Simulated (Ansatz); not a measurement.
# CuSi6O12: the cost of one run

Method: DFT PBEsol, plane waves, PAW, scalar-relativistic, no spin polarisation, in Ansatz 0.2.0.

### 1 Starting point

The cell holds 19 atoms (CuO12Si6): a = 7.306 Å, b = 7.306 Å, c = 8.744 Å, α = 126.41°, β = 126.41°, γ = 38.71°.

The coordinates stand in the first input below.

### 2 Relaxing end A

File input.yaml:

```yaml
crystal:
  lattice:
    - [6.892979, -2.421191, 0.0]
    - [6.892979, 2.421191, 0.0]
    - [-5.500686, 0.0, 6.796669]
  atoms:
    - { symbol: Si, position: [0.4240581, 0.9091353, 0.6542826] }
    - { symbol: Si, position: [0.0908647, 0.5759419, 0.8457174] }
    - { symbol: Si, position: [0.5759419, 0.0908647, 0.3457174] }
    - { symbol: Si, position: [0.9091353, 0.4240581, 0.1542826] }
    - { symbol: Si, position: [0.973879, 0.026121, 0.25] }
    - { symbol: Si, position: [0.026121, 0.973879, 0.75] }
    - { symbol: O, position: [0.7137785, 0.1543628, 0.3103688] }
    - { symbol: O, position: [0.8456372, 0.2862215, 0.1896312] }
    - { symbol: O, position: [0.2862215, 0.8456372, 0.6896312] }
    - { symbol: O, position: [0.1543628, 0.7137785, 0.8103688] }
    - { symbol: O, position: [0.2721232, 0.9372807, 0.4325083] }
    - { symbol: O, position: [0.0627193, 0.7278768, 0.0674917] }
    - { symbol: O, position: [0.2143143, 0.3671626, 0.312233] }
    - { symbol: O, position: [0.6328374, 0.7856857, 0.1877669] }
    - { symbol: O, position: [0.7856857, 0.6328374, 0.6877669] }
    - { symbol: O, position: [0.3671626, 0.2143143, 0.812233] }
    - { symbol: O, position: [0.9372807, 0.2721232, 0.9325083] }
    - { symbol: O, position: [0.7278768, 0.0627193, 0.5674917] }
    - { symbol: Cu, position: [0.4123393, 0.64738, 0.0886288] }
total_charge: 1
basis:
  ecutwfc: 420.0
kpoints:
  mp_grid: { grid: [2, 2, 2] }
hamiltonian:
  xc: pbesol
  pseudopotentials: { kind: paw, azcp: { folder: soft_1 } }
scf:
  occupations: { method: fermi_dirac, width: 0.02 }
  lower_state_search: "off"
relax:
  f_tol: 0.03
  max_steps: 60
  adjacent_minimum: "off"
output:
  write_density: true
  write_potential: true
  elf: true
  volumetric_format: npy
```

Run with:

```sh
ansatz run input.yaml --threads 1 --pin off --max-ram 3072MiB --backend cpu --events-out ev --progress --plain --runs-dir out
```

What time and memory should one allow on 1 thread of Arm Neoverse V2, shared host?

About 3.6 min, with a peak of 0.55 GiB.
